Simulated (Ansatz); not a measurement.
KI, space group Cmcm, cell relaxations under several functionals

Computed with Ansatz's Python interface.

Notebook, run cell by cell (the value of a cell's last expression is shown):

```python
import ansatz as az
import numpy as np
```

```python
def edges_and_angles(cell):
    cell = np.asarray(cell)
    a, b, c = np.linalg.norm(cell, axis=1)
    cosines = cell[1] @ cell[2] / (b * c), cell[0] @ cell[2] / (a * c), cell[0] @ cell[1] / (a * b)
    return (a, b, c, *np.degrees(np.arccos(cosines)))
```

```python
ki = (
    az.Lattice.of([2.51266, -4.255227, 0.0], [2.51266, 4.255227, 0.0], [0.0, 0.0, 8.676589])
    .atom("K", [0.5, 0.5, 0.5])
    .atom("K", [0.5, 0.5, 0.0])
    .atom("I", [0.84023, 0.15977, 0.25])
    .atom("I", [0.15977, 0.84023, 0.75])
)
```

```python
[site.symbol for site in ki.resolved().sites]
```

    ['K', 'K', 'I', 'I']

```python
model = (
    ki.calculation()
    .basis(260, xc_grid=3)
    .accuracy("low")
    .kpoints(3, 3, 2, shift=0.5)
    .occupations("fixed")
    .mixing("msr1")
    .scf(tolerance=1e-07)
    .relax(cell=True, max_displacement=0.05)
)
```

```python
levels = [("pbesol", "d3bj"), ("blyp", "d3bj"), ("lda", "none")]
print("level            a       b       c    alpha   beta  gamma  V/atom  steps")
for name, dispersion in levels:
    seen = []
    run = model.functional(name, dispersion=dispersion).session().plan()
    out = run.execute(on_event=lambda e: seen.append(e) if e["event"] == "relax_step" else None)
    cell = out.lattice.cell_ang
    label = name if dispersion == "none" else f"{name}+{dispersion}"
    print("{:13s} {:7.4f} {:7.4f} {:7.4f} {:6.2f} {:6.2f} {:6.2f}".format(label, *edges_and_angles(cell)), f"{abs(np.linalg.det(cell)) / len(out.lattice.sites):7.3f} {len(seen):5d}")
```

    level            a       b       c    alpha   beta  gamma  V/atom  steps
    DeckWarning: basis.ecutwfc = 260 eV is below the records' recommended 420 eV, and the density's cutoff is lower with it unless basis.ecutrho_ratio is high enough to keep the records' density cutoff: compare with a run at a higher cutoff
    DeckWarning: relax.cell: scf.convergence.dr2_threshold = 1e-7 eV (the SCF's general default) is looser than the 4e-10 eV advised for a relaxation that steers and ends on the stress (1e-10 eV for each atom of the cell: 4). What an SCF threshold leaves in a stress goes as its square root, and in the free energy as the [...]
    pbesol+d3bj    4.6584  4.6584  8.3665  90.00  90.00 118.43  39.915    46
    blyp+d3bj      4.7140  4.7140  8.5358  90.00  90.00 118.57  41.645    43
    lda            4.6565  4.6565  8.3157  90.00  90.00 118.54  39.600    43

From smallest to largest: LDA (39.60 Å³ an atom, -14.6 % against the start), PBEsol+D3BJ (39.91 Å³ an atom, -13.9 % against the start) and BLYP+D3BJ (41.65 Å³ an atom, -10.2 % against the start). The spread is 5.2 % in volume.

Notes:
- The settings weren't tested for convergence.
- The cutoff lies under the one recommended for these potentials.
- Edges and angles are those of the cell as typed, here a primitive one, not of the conventional cell.
- The structure comes from a database of computed cells and needn't be a stable or known phase.
- Warnings are shown shortened and without file and line.
- Wall time of the script: 100 s on 1 thread of Arm Neoverse V1, on a shared host, peak memory 0.44 GiB.
